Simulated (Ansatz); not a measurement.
# ZrSi2: the cost of one run

All numbers below are computed with Ansatz 0.2.0 (DFT PBE, plane waves, PAW, scalar-relativistic, no spin polarisation).

## Step 1: The system as given

The cell holds 6 atoms (Si4Zr2): a = 3.743 Å, b = 7.826 Å, c = 3.618 Å, α = 89.88°, β = 91.16°, γ = 75.03°.

Structure file:

```
CELL_PARAMETERS angstrom
3.74234 -0.03767 0.03757
1.94514 -7.58044 -0.00811
-0.03707 -0.01351 -3.61752
ATOMIC_POSITIONS crystal
Zr 0.09709 0.82900 0.73961
Zr 0.84989 0.21252 0.30098
Si 0.65926 0.56048 0.72710
Si 0.26083 0.48108 0.24065
Si 0.36850 0.30198 0.73902
Si 0.62077 0.69710 0.22836
```

## Step 2: Dynamics

input.yaml reads:

```yaml
crystal:
  lattice:
    - [3.742339, -0.037667, 0.037571]
    - [1.945136, -7.580436, -0.008114]
    - [-0.037066, -0.013514, -3.617523]
  atoms:
    - { symbol: Zr, position: [0.097094, 0.829002, 0.739613] }
    - { symbol: Zr, position: [0.849888, 0.212517, 0.300979] }
    - { symbol: Si, position: [0.659265, 0.56048, 0.727097] }
    - { symbol: Si, position: [0.260827, 0.48108, 0.240653] }
    - { symbol: Si, position: [0.368495, 0.301981, 0.739017] }
    - { symbol: Si, position: [0.620774, 0.697096, 0.22836] }
kpoints:
  mp_grid: { grid: [4, 2, 4] }
magnetization:
  spin_polarized: false
scf:
  occupations: { method: gaussian, width: 0.1 }
hamiltonian:
  pseudopotentials: { kind: paw }
  xc: pbe
basis:
  ecutwfc: 420
md:
  timestep: 1.0
  n_steps: 30
  ensemble: nve
  temperature: 600.0
  initial_velocities: maxwell_boltzmann
  seed: 936311
```

Run with:

```bash
> ansatz run input.yaml --threads 2 --pin off --max-ram 2560MiB --backend cpu --events-out ev --progress --plain --runs-dir out
```

Q: Estimate wall time and peak memory on 2 threads of an x86-64 CPU, shared host.

About 61 s, with a peak of 0.43 GiB.
